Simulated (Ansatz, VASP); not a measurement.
**One calculation of HfO2, two programs**

```
Hf O
1.0
     0.00000    2.52931    2.52931
     2.52931    0.00000    2.52931
     2.52931    2.52931    0.00000
Hf O
1 2
Direct
  0.00000 0.00000 0.00000
  0.75000 0.75000 0.75000
  0.25000 0.25000 0.25000
```

Alike in both runs: functional r2SCAN; k mesh 8 × 8 × 8; occupations gaussian, width 0.02 eV; no spin polarisation.

Ansatz relaxed the structure, and its values are those at the end. VASP's run is a single point on that final structure, the one shown.

|  | VASP | Ansatz |
| --- | --- | --- |
| version | VASP 6.6.1 | Ansatz 0.2.0 |
| potentials or method | VASP PAW PBE potentials, release 64 (Hf_pv, O) | scalar-relativistic, plane waves, PAW |
| plane-wave cutoff (eV) | 520 | 500 |
| valence electrons in the cell | 22 | 38 |

```tsv
	VASP	Ansatz	Ansatz less VASP
gap on the k mesh at the Fermi level (eV)	4.32	4.30	-0.013
least direct gap on the mesh (eV)	4.32	4.30	-0.013
pressure (GPa)	-4.0	0.0	+3.95
```

One of these differences is far larger than is usual between the two programs; its cause wasn't traced. The two sets of potentials don't hold the same shells in valence.

Caveats: the PAW data sets were made with another functional, which shifts forces and pressure a little (VASP); spin-orbit coupling is left out, which moves the levels of the heavy elements. r2SCAN opens gaps a little over a GGA but as a rule still falls short of measured ones. A k mesh can miss the band edges.
